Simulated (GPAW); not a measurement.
Runs of GPAW 26.7.0 on Se. Symmetry: P3_121, No. 152, trigonal system. Conventional cell: a = 4.366 Å, b = 4.366 Å, c = 4.954 Å, α = 90.00°, β = 90.00°, γ = 120.00°. Se (site symmetry 2) has 2 Se at 2.37 Å as nearest neighbours. 

| task | level | potentials or basis | cell | smearing | band path | band points | eigensolver | optimizer | fmax | gap on the mesh (eV) | pressure (GPa) | relaxed volume (Å³/atom) | largest force (eV/Å) |
| --- | --- | --- | --- | --- | --- | --- | --- | --- | --- | --- | --- | --- | --- |
| band structure | r2SCAN | GPAW PAW data sets (gpaw-data 1.2.1), pw | as given | fermi-dirac 0.05 eV | GMKGALHA,LM,KH | 100 | - | - | - | (a) | (c) | - | 0.05 |
| band structure | BLYP | PAW data sets generated in the run's folder for this functional, pw | as given | fermi-dirac 0.05 eV | GMKGALHA,LM,KH | 100 | davidson | - | - | 1.22 | (b) | - | 0.69 |
| relaxation of cell and atoms | revPBE+D4 | the program's PAW data sets (release 1.2.1) made for this functional, pw | relaxed | fermi-dirac 0.05 eV | - | - | - | BFGS | 0.02 eV/Å | 0.88 | 0.0 | 23.27 | 0.01 |
| relaxation of cell and atoms | revPBE+D3(BJ) | the program's PAW data sets (release 1.2.1) made for this functional, pw | relaxed | fermi-dirac 0.05 eV | - | - | - | BFGS | 0.02 eV/Å | 0.88 | -0.1 | 23.28 | 0.02 |
| single point | PBE | GPAW PAW data sets (gpaw-data 1.2.1), pw | as given | gaussian 0.012 eV | - | - | - | - | - | 1.21 | 2.8 | - | 0.42 |

Alike in all rows: no spin polarisation; k mesh 7 × 7 × 6; cutoff (eV) 600.

Question: Fill in the values left out.

Answer: (a) 1.45; (b) 6.2; (c) 1.3.

Caveats: an odd mesh through Γ misses points on the zone boundary, where band edges often lie (some runs); the mesh misses the band edges, which the band path finds closer together (some runs); later steps reuse the first step's grids (some runs); the volume moved by -15 % from the deposited cell, more than functionals usually miss (some runs); the PAW data sets were made with another functional, which shifts forces and pressure a little (some runs).

A k mesh can miss the band edges, and the runs leave out spin-orbit coupling on Se.
